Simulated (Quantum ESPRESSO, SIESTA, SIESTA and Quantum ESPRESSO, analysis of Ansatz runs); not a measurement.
**Levels of P_C in SiC (F-43m), rung by rung (SIESTA and Quantum ESPRESSO)**

Question: at which Fermi levels does P_C in SiC (F-43m) change its charge, and how much of the answer depends on the basis and the program? The model is a cell of 54 host atoms with 1 C taken out and 1 P put in.

Program: SIESTA and Quantum ESPRESSO. Level of theory: SIESTA numerical-orbital DFT, PBEsol, DZP basis, PseudoDojo 0.4.1 potentials converted to PSML; charged supercells in a uniform background, point-charge correction with alignment at far sites. Results are calculated unless marked as measured.

The experiments to compare with:

For SiC, cubic 3C zincblende (literature value), “Insight into the structural, elastic and electronic properties of a new orthorhombic 6O-SiC polytype” (2020, pmc:7200658) quotes earlier work: band gap (indirect gap) 2.4 eV [literature value; measurement temperature and method not stated].

## Step 1: The starting structure

The cell holds 54 atoms: 27 Si, 26 C and 1 P. Its edges and angles: a = 9.283 Å, b = 9.283 Å, c = 9.283 Å, α = 60.0°, β = 60.0°, γ = 60.0°. It derives from SiC (space group F-43m). Nearest the centre at fractional (0.417, 0.417, 0.417): P28 at 0.00 Å, Si27 at 1.89 Å, Si29 at 1.89 Å, Si33 at 1.89 Å, Si45 at 1.89 Å, C40 at 3.09 Å, C12 at 3.09 Å, C16 at 3.09 Å.

As a file:

```xyz
54
Lattice="0.0000 6.5644 6.5644 6.5644 0.0000 6.5644 6.5644 6.5644 0.0000" Properties=species:S:1:pos:R:3 pbc="T T T"
Si    0.0000    0.0000    0.0000
C     1.0941    1.0941    1.0941
Si    2.1882    2.1882    0.0000
C     3.2822    3.2822    1.0941
Si    4.3763    4.3763    0.0000
C     5.4703    5.4703    1.0941
Si    2.1882    0.0000    2.1882
C     3.2822    1.0941    3.2822
Si    4.3763    2.1882    2.1882
C     5.4703    3.2822    3.2822
Si    6.5644    4.3763    2.1882
C     7.6585    5.4703    3.2822
Si    4.3763    0.0000    4.3763
C     5.4703    1.0941    5.4703
Si    6.5644    2.1882    4.3763
C     7.6585    3.2822    5.4703
Si    8.7526    4.3763    4.3763
C     9.8466    5.4703    5.4703
Si    0.0000    2.1882    2.1882
C     1.0941    3.2822    3.2822
Si    2.1882    4.3763    2.1882
C     3.2822    5.4703    3.2822
Si    4.3763    6.5644    2.1882
C     5.4703    7.6585    3.2822
Si    2.1882    2.1882    4.3763
C     3.2822    3.2822    5.4703
Si    4.3763    4.3763    4.3763
P     5.4703    5.4703    5.4703
Si    6.5644    6.5644    4.3763
C     7.6585    7.6585    5.4703
Si    4.3763    2.1882    6.5644
C     5.4703    3.2822    7.6585
Si    6.5644    4.3763    6.5644
C     7.6585    5.4703    7.6585
Si    8.7526    6.5644    6.5644
C     9.8466    7.6585    7.6585
Si    0.0000    4.3763    4.3763
C     1.0941    5.4703    5.4703
Si    2.1882    6.5644    4.3763
C     3.2822    7.6585    5.4703
Si    4.3763    8.7526    4.3763
C     5.4703    9.8466    5.4703
Si    2.1882    4.3763    6.5644
C     3.2822    5.4703    7.6585
Si    4.3763    6.5644    6.5644
C     5.4703    7.6585    7.6585
Si    6.5644    8.7526    6.5644
C     7.6585    9.8466    7.6585
Si    4.3763    4.3763    8.7526
C     5.4703    5.4703    9.8466
Si    6.5644    6.5644    8.7526
C     7.6585    7.6585    9.8466
Si    8.7526    8.7526    8.7526
C     9.8466    9.8466    9.8466
```

Screening for the image-charge correction: ε∞ = 7.10, ε0 = 10.43, from a response run on this crystal (DFPT, PBEsol, Quantum ESPRESSO) at that run's own cell.

The cell's shortest repeat is 9.3 Å.

The primitive cell was relaxed at this level beforehand, to 20.95 Å³.

The defect-free supercell was relaxed beforehand, from displaced atoms: they ended at most 0.01 Å from the sites they started about, so the symmetric structure holds.

## Step 2: Band edges

Levels are counted from the valence top, which comes from the unit cell, dense mesh; the energy of the host comes from the defect-free supercell at the defects' own k-points, so that the host's part of the sampling error cancels.

The input, host.fdf:

```
SystemName                      SiC
SystemLabel                     host
NumberOfSpecies                 2
NumberOfAtoms                   2
%block ChemicalSpeciesLabel
  1   14 Si
  2    6 C
%endblock ChemicalSpeciesLabel
LatticeConstant                 1.0 Ang
%block LatticeVectors
     0.000001000     2.188136000     2.188136000
     2.188136000     0.000001000     2.188136000
     2.188136000     2.188136000     0.000001000
%endblock LatticeVectors
AtomicCoordinatesFormat         Fractional
%block AtomicCoordinatesAndAtomicSpecies
     0.000003199     0.000003199     0.000003199  1
     0.249996972     0.249996972     0.249996972  2
%endblock AtomicCoordinatesAndAtomicSpecies
%block kgrid.MonkhorstPack
   12   0   0  0.00
    0  12   0  0.00
    0   0  12  0.00
%endblock kgrid.MonkhorstPack
XC.Functional                   GGA
XC.Authors                      PBEsol
PAO.BasisSize                   DZP
PAO.EnergyShift                 0.005 Ry
Mesh.Cutoff                     300 Ry
OccupationFunction              FD
ElectronicTemperature           0.01 eV
MaxSCFIterations                150
SCF.MustConverge                true
SCF.Mixer.Method                Pulay
SCF.Mixer.Weight                0.2
SCF.Mixer.History               10
SCF.DM.Tolerance                1.0e-4
SCF.H.Tolerance                 1.0e-3 eV
WriteForces                     true
Charge.Mulliken                 end
```

The run is started by

```console
OMP_NUM_THREADS=1 siesta host.fdf > host.out
```

What it wrote:

```text
Version         : 5.4.2

                           ***********************
                           *  WELCOME TO SIESTA  *
                           ***********************

[...]
reinit: Reading from file host.fdf

reinit: -----------------------------------------------------------------------
reinit: System Name: SiC
reinit: -----------------------------------------------------------------------
reinit: System Label: host
reinit: -----------------------------------------------------------------------

initatom: Reading input for the pseudopotentials and atomic orbitals ----------
Species number:   1 Atomic number:   14 Label: Si
Species number:   2 Atomic number:    6 Label: C

[... pseudopotential checks and orbital generation ...]

prinput: Basis input

PAO.BasisType split

%block ChemicalSpeciesLabel
    1   14 Si                      # Species index, atomic number, species label
    2    6 C                       # Species index, atomic number, species label
%endblock ChemicalSpeciesLabel

%block PAO.Basis                 # Define Basis set
# WARNING: This information might be incomplete!
[...]
(Free)E + p*V (eV/cell)     -278.7432
Target enthalpy (eV/cell)     -278.7457
[...]
siesta: Final energy (eV):
siesta:  Band Struct. =    -101.151306
siesta:       Kinetic =     156.951378
siesta:       Hartree =      31.268314
siesta:         Exch. =     -90.540145
siesta:         Corr. =     -11.300426
siesta:   Exch.-corr. =    -101.840571
siesta:  Ion-electron =    -210.155603
siesta:       Ion-ion =    -154.969201
siesta:         Total =    -278.745682
siesta:         Fermi =      -6.333765
[...]
siesta: Stress tensor (static) (eV/Ang**3):
siesta:    -0.000116   -0.000014   -0.000014
siesta:    -0.000014   -0.000116   -0.000014
siesta:    -0.000014   -0.000014   -0.000116
[...]
siesta: Cell volume =         20.953310 Ang**3
[...]
siesta: Pressure (static):
siesta:                Solid            Molecule  Units
siesta:           0.00000127          0.00000094  Ry/Bohr**3
siesta:           0.00011615          0.00008588  eV/Ang**3
siesta:           0.18609308          0.13758814  kBar
[...]
mulliken: Qtot =        8.000

Mulliken Atomic Populations:
Atom #   charge [q] valence [e]  Species
     1    -0.114310    4.114310  Si
     2     0.114310    3.885690  C
 Total     0.000000

Job completed
```

Elapsed: 26 s, on 1 MPI rank of Arm Neoverse V1, shared host; peak memory 0.2 GiB.

The gap at this level is 1.23 eV.

Test of the sampling: at one point at (¼, ¼, ¼) the host's energy lies 128 meV an atom above its value on the primitive cell's dense mesh, too far, so all defect runs take a 2×2×2 mesh.

(Part 1 of 3 ends here.)

[Logs are printed without paths, hosts, clocks, repeated set-up lines and the standing remarks that a program may print on its own settings, such as how far it seeks lower states.]

[Hosts, paths, dates, database ids (printed as entryN), source tags and the programs' standing remarks are cut or masked in the printed files.]

[For some hosts the program warned that the k-mesh of the response run may be too coarse for force constants and the static dielectric constant; such warnings are not shown here.]

[Charge tables in the logs are Mulliken or Hirshfeld populations, whose sizes and signs can differ; where basis functions stand at a vacancy, SIESTA counts their charge against the missing atom's valence.]

[In relaxation paths of CP2K, step 0 can be the structure after the first move, since the trajectory file begins there, and the last row can be the final structure solved once more.]
